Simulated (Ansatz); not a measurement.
## SrO: band structure with r2SCAN-EpsX

SrO:

```
Sr O
1.0
     0.00000    2.68869    2.68869
     2.68869    0.00000    2.68869
     2.68869    2.68869    0.00000
Sr O
1 1
Cartesian
  2.6887 2.6887 2.6887
  0.0000 0.0000 0.0000
```

The cell isn't the ideal one: volume scaled by 1.15.

```json
{
  "Program": "Ansatz 0.2.0",
  "Task": "band structure",
  "Functional": "r2SCAN-EpsX",
  "Potentials or basis": "Ansatz PAW",
  "Cutoff": "500 eV (not typed: the program's choice for these potentials)",
  "k mesh": "5 × 5 × 5",
  "Occupations": "methfessel-paxton, width 0.1 eV",
  "Spin": "no spin polarisation",
  "Path": "[[\"G\", \"X\", \"W\", \"K\", \"G\", \"L\", \"U\", \"W\", \"L\", \"K\"], [\"U\", \"X\"]]",
  "Points for each segment of the path": "4"
}
```

```
Pressure                : -10.1 GPa
Band gap on the k mesh  : 5.90 eV, direct
Band gap along the path : 5.90 eV, direct
Share of exact exchange : 0.287
```

Levels at the corners of the path, in eV from the valence-band top:
| point | band 5 | band 6 | band 7 | band 8 | band 9 | band 10 | band 11 | band 12 |
| --- | --- | --- | --- | --- | --- | --- | --- | --- |
| Γ | -15.56 | 0.00 | 0.00 | 0.00 | 5.90 | 9.02 | 9.02 | 9.02 |
| X | -15.82 | -0.68 | -0.18 | -0.18 | 6.12 | 10.12 | 12.38 | 12.85 |
| W | -15.23 | -1.02 | -0.56 | -0.56 | 8.63 | 8.63 | 11.03 | 13.62 |
| K | -15.37 | -0.93 | -0.65 | -0.55 | 7.48 | 10.34 | 11.08 | 12.73 |
| Γ | -15.56 | 0.00 | 0.00 | 0.00 | 5.90 | 9.02 | 9.02 | 9.02 |
| L | -14.80 | -2.02 | -0.95 | -0.95 | 9.08 | 10.25 | 11.49 | 11.49 |
| U | -15.37 | -0.93 | -0.65 | -0.55 | 7.48 | 10.34 | 11.08 | 12.73 |
| W | -15.23 | -1.02 | -0.56 | -0.56 | 8.63 | 8.63 | 11.03 | 13.62 |
| L | -14.80 | -2.02 | -0.95 | -0.95 | 9.08 | 10.25 | 11.49 | 11.49 |
| K | -15.37 | -0.93 | -0.65 | -0.55 | 7.48 | 10.34 | 11.08 | 12.73 |
| U | -15.37 | -0.93 | -0.65 | -0.55 | 7.48 | 10.34 | 11.08 | 12.73 |
| X | -15.82 | -0.68 | -0.18 | -0.18 | 6.12 | 10.12 | 12.38 | 12.85 |

It took 6.2 min on 1 thread of Arm Neoverse N1, on a shared host, peak memory 0.83 GiB.

Caveat: the PAW data sets come from PBE, with cores solved anew for the run's functional, which leaves a small shift of forces and pressure; the thresholds are loose for stress.
